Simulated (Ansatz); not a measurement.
**Co: equation of state with PBEsol+D3(BJ)**

Crystal: Co.

```xyz
4
Lattice="2.4706 0.0000 0.0000 -1.2353 2.1396 0.0000 0.0000 0.0000 8.0882" Properties=species:S:1:pos:R:3 pbc="T T T"
Co    1.2353    0.7132    6.0662
Co    0.0000    0.0000    4.0441
Co    0.0000    1.4264    2.0221
Co    0.0000    0.0000    0.0000
```

```yaml
Program: Ansatz 0.2.0
Task: equation of state
Functional: PBEsol
Dispersion: D3(BJ)
Potentials_or_basis: Ansatz PAW
Cutoff: 420 eV
Density_cutoff: 1680 eV
k_mesh: 12 × 12 × 4
Occupations: fermi-dirac, width 0.05 eV
Spin: collinear spin, ferromagnetic start
Starting_moments: "[2.0, 2.0, 2.0, 2.0] μB"
```

* Equilibrium volume: 10.14 Å³/atom
* Bulk modulus at fixed shape and positions: 243 GPa
* Pressure derivative of the bulk modulus: 3.9

Energy against volume, from the lowest point:
| volume (Å³/atom) | energy (meV/atom) |
| --- | --- |
| 10.047 | 0.00 |
| 10.261 | 0.45 |
| 10.475 | 7.35 |
| 10.688 | 20.05 |
| 10.902 | 38.04 |
| 11.116 | 60.80 |
| 11.330 | 87.80 |

All runs of the series together: 2.2 min on 2 threads of Arm Neoverse N1 (shared host).

Caveat: the cell was scaled at fixed shape and fractional positions, which overstates the stiffness of a crystal with free parameters, most of all of layers and chains.
